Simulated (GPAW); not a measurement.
WC (Qusongite): relaxation of cell and atoms with rSCAN+D3(BJ)

Crystal: WC (Qusongite).

```
CELL_PARAMETERS angstrom
2.90650 0.00000 0.00000
-1.45325 2.51710 0.00000
0.00000 0.00000 2.83660
ATOMIC_POSITIONS crystal
W 0.00000 0.00000 0.00000
C 0.66667 0.33333 0.50000
```

```yaml
Program: GPAW 26.7.0
Task: relaxation of cell and atoms
Functional: rSCAN
Dispersion: D3(BJ)
Potentials_or_basis: GPAW PAW data sets (gpaw-data 1.2.1)
Cutoff: 800 eV
Basis: pw
k_mesh: 7 × 7 × 7
Occupations: fermi-dirac, width 0.05 eV
Spin: no spin polarisation
Target_pressure: 1 GPa
Maxiter: 150
Optimizer: FIRE
Fmax: 0.02 eV/Å
Max_steps: 60
Target_pressure: 1 GPa
```

| Property | Result |
| --- | --- |
| Relaxed volume | 10.25 Å³/atom |
| Relaxed cell | a = 2.896 Å, b = 2.896 Å, c = 2.823 Å, α = 90.00°, β = 90.00°, γ = 120.00° |
| Space group after relaxing (to 0.05 Å) | P-6m2 (No. 187) |
| Energy change on relaxing (the enthalpy is what falls) | -1.0 meV/atom |
| Ionic steps | 6 |
| Pressure after relaxing | 1.1 GPa |
| Band gap on the k mesh | none (metal or under the smearing width) |
| Dispersion energy per atom | -0.275 eV |

Stress tensor (GPa, compression positive):
```
1.06 0.00 0.00
0.00 1.06 0.00
0.00 0.00 1.25
```

Step by step:
| step | energy change (eV) | largest force (eV/Å) | pressure (GPa) | volume (Å³) |
| --- | --- | --- | --- | --- |
| 1 | 0.0000 | 0.0000 | -4.00 | 20.75 |
| 2 | -0.0018 | 0.0000 | -1.99 | 20.65 |
| 3 | -0.0019 | 0.0000 | 1.30 | 20.49 |
| 4 | -0.0019 | 0.0000 | 1.26 | 20.49 |
| 5 | -0.0019 | 0.0000 | 1.20 | 20.50 |
| 6 | -0.0020 | 0.0000 | 1.12 | 20.50 |

Final structure:
```
W C
1.0
     2.89555    0.00000    0.00000
    -1.44778    2.50762    0.00000
     0.00000    0.00000    2.82336
W C
1 1
Direct
  0.00000 0.00000 0.00000
  0.66667 0.33333 0.50000
```

Levels at points of the mesh, in eV from the Fermi level:
```csv
k point,band 6,band 7,band 8,band 9,band 10,band 11,band 12,band 13
"(0.00, 0.00, 0.00)",-4.67,-3.67,-3.67,-0.05,3.32,3.32,5.87,5.87
```

Wall time 2.1 min on 1 thread of Intel(R) Xeon(R) Platinum 8488C (Sapphire Rapids) (shared host), peak memory 0.85 GiB.

Caveat: later steps reuse the first step's grids; the PAW data sets were made with another functional, which shifts forces and pressure a little; pairwise dispersion overbinds metals, which lowers pressure and volume. The run has no spin-orbit coupling, so splittings on W are missing.
